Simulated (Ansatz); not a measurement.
**ScAl₂: why energy differences converge before total energies**

These are results of DFT r2SCAN, scalar-relativistic, plane waves, PAW (Ansatz), not measurements.

```yaml
crystal:
  lattice:
    - [0.00000, 3.77765, 3.77765]
    - [3.77765, 0.00000, 3.77765]
    - [3.77765, 3.77765, 0.00000]
  atoms:
    - { symbol: Sc, position: [0.50000, 0.50000, 0.50000] }
    - { symbol: Sc, position: [0.75000, 0.75000, 0.75000] }
    - { symbol: Al, position: [0.12500, 0.12500, 0.12500] }
    - { symbol: Al, position: [0.62500, 0.12500, 0.12500] }
    - { symbol: Al, position: [0.12500, 0.62500, 0.12500] }
    - { symbol: Al, position: [0.12500, 0.12500, 0.62500] }
```

```json
{
 "Γ-centred k-mesh": "8×8×8",
 "occupation rule": "Gaussian smearing, 0.1 eV",
 "spin treatment": "unpolarised"
}
```

A second cell has all atoms moved and the lattice slightly strained:

```yaml
crystal:
  lattice:
    - [-0.03945, 3.73053, 3.74559]
    - [3.76893, -0.05066, 3.75680]
    - [3.77099, 3.74379, -0.05271]
  atoms:
    - { symbol: Sc, position: [0.52279, 0.49861, 0.48813] }
    - { symbol: Sc, position: [0.72983, 0.75886, 0.75401] }
    - { symbol: Al, position: [0.10315, 0.11870, 0.13987] }
    - { symbol: Al, position: [0.62924, 0.14209, 0.09026] }
    - { symbol: Al, position: [0.12824, 0.59699, 0.13501] }
    - { symbol: Al, position: [0.14449, 0.16355, 0.63805] }
```

It ran on a 6×6×6 mesh, another than the first cell's, which shifts the difference by nearly the same amount at every cutoff. Both were run at several values of the cutoff; energies per atom at zero smearing, errors against the largest value (600 eV), which isn't proved converged itself.

```tsv
cutoff	error, first cell (meV)	error, second cell (meV)
200 eV	992.65	1005.10
250 eV	196.52	195.01
300 eV	40.93	39.99
350 eV	9.20	9.39
500 eV	0.81	0.84
```

Question: At the largest value the second cell lies 86.36 meV/atom above the first. What is the error of that difference at each value, and where does each quantity come within 1 meV/atom?

Answer: The error of the difference is the second cell's error less the first's:
```
cutoff difference (meV) its error (meV)
200 eV             98.80            12.45
250 eV             84.85            -1.51
300 eV             85.41            -0.94
350 eV             86.54             0.19
500 eV             86.39             0.04
```

The first cell's total energy stays within 1 meV/atom from 500 eV on, the difference from 300 eV on. Most of the error cancels, by a factor of about 49 in the median. A missing short wave mostly misdescribes the region near each nucleus, which both cells share; what doesn't cancel comes largely from the change of volume and bonding.